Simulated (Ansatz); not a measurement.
Ge:

```xyz
1
Lattice="-1.6084 1.6084 1.8732 1.6084 -1.6084 1.8732 1.6084 1.6084 -1.8732" Properties=species:S:1:pos:R:3 pbc="T T T"
Ge    0.0000    0.0000    1.8732
```

The cell was built by a generator and needn't be a form met in nature.

| Item | Value |
| --- | --- |
| Program | Ansatz 0.2.0 |
| Task | single point |
| Functional | PBE |
| Potentials or basis | Ansatz PAW |
| Cutoff | 420 eV (not typed: the program's choice for these potentials) |
| k mesh | 12 × 12 × 12 |
| Occupations | fermi-dirac, width 0.05 eV |
| Spin | no spin polarisation |

On this cell: pressure 0.6 GPa; band gap on the k mesh none (metal or under the smearing width).

The same run follows on a disturbed copy (cell strained at random at fixed volume):

```
Ge
1.0
    -1.64855    1.58576    1.86236
     1.66529   -1.57913    1.87104
     1.63254    1.56312   -1.85667
Ge
1
Direct
  0.46933 0.48551 0.98579
```

Q: What does the disturbed cell give?

A: The energy (extrapolated to zero smearing) moves by +0.1 meV/atom; pressure 0.5 GPa; band gap on the k mesh none (metal or under the smearing width).

Stress tensor (GPa, compression positive):
```
 0.55 -0.15 -0.06
-0.15  0.33  0.05
-0.06  0.05  0.47
```
